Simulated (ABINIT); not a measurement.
The system is MoP.

```xyz
2
Lattice="3.2230 0.0000 0.0000 -1.6115 2.7912 0.0000 0.0000 0.0000 3.1910" Properties=species:S:1:pos:R:3 pbc="T T T"
Mo    0.0000    0.0000    0.0000
P     0.0000    1.8608    1.5955
```

Base run:

| Item | Value |
| --- | --- |
| Program | ABINIT 10.8.3 (patched build) |
| Functional | BLYP |
| Potentials or basis | JTH PAW PBE v2.0 |
| Cutoff | 544 eV |
| k mesh | 10 × 10 × 8 |
| Occupations | fermi-dirac, width 0.05 eV |
| Spin | no spin polarisation |

Its results: band gap on the k mesh none (metal or under the smearing width); pressure 14.0 GPa.

Q: The run is repeated on the same cell with these changes: functional from BLYP to PBEsol; k mesh from 10 × 10 × 8 to 4 × 4 × 3. What comes out?

A: Band gap on the k mesh none (metal or under the smearing width); pressure -2.5 GPa.

Several settings changed at once, so the effect can't be laid on one alone.

Caveats: some runs use coarse meshes; the PAW data sets were made with another functional, which shifts forces and pressure a little.
